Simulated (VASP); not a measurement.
Here is a VASP 6.6.1 calculation.

The input INCAR:

```
  PREC = Accurate
  ENCUT = 520
  EDIFF = 1E-6
  ISMEAR = 0
  SIGMA = 0.1
  LREAL = False
  LASPH = True
  NELM = 100
  ALGO = Fast
  ISIF = 2
  LWAVE = False
  LCHARG = True
  GGA = PE
  LELF = True
  LVHAR = True
  NBANDS = 18
```

Contents of KPOINTS:

```
Automatic mesh
0
Gamma
  12 12 12
```

Contents of POSCAR:

```
Sb
1.0
   -4.0545937092      4.0545937092      2.0074598721
    4.0545937092     -4.0545937092      2.0074598721
    4.0545937092      4.0545937092     -2.0074598721
Sb
4
Direct
    0.3575099538      0.1424900462      0.5000000000
    0.8575099538      0.3575099538      0.2150199076
    0.6424900462      0.8575099538      0.5000000000
    0.1424900462      0.6424900462      0.7849800924
```

Potentials or basis: VASP PAW PBE potentials, release 64 (Sb).

Command:

```bash
$ cat potpaw_PBE.64/Sb/POTCAR > POTCAR
$ mpirun -np 1 vasp_std > vasp.out
```

(1) Predict the pressure.

(2) What does it give for the band gap on the k mesh?

Results:

(1) 3.4 GPa.

(2) none (metal or under the smearing width).
